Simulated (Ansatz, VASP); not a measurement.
## ZnAu: VASP beside Ansatz

```xyz
2
Lattice="3.2087 0.0000 0.0000 0.0000 3.2087 0.0000 0.0000 0.0000 3.2087" Properties=species:S:1:pos:R:3 pbc="T T T"
Au    0.0000    0.0000    0.0000
Zn    1.6044    1.6044    1.6044
```

Change from the starting cell: volume scaled by 1.06.

Alike in both runs: task single point; functional PBE; k mesh 8 × 8 × 8; occupations fermi-dirac, width 0.05 eV; no spin polarisation.

|  | VASP | Ansatz |
| --- | --- | --- |
| version | VASP 6.6.1 | Ansatz 0.2.0 |
| potentials or method | VASP PAW PBE potentials, release 64 (Au, Zn), cutoff 520 eV | all-electron LAPW, scalar-relativistic |

```tsv
	VASP	Ansatz	Ansatz less VASP
gap on the k mesh at the Fermi level (eV)	none	none	-
pressure (GPa)	-2.0	-2.1	-0.08
```

A gap of «none» marks a metal or a gap that the smearing closes. Ansatz ran all-electron here, so the differences hold the error of VASP's frozen core and of both bases.

The runs have no spin-orbit coupling, so splittings on Au are missing.
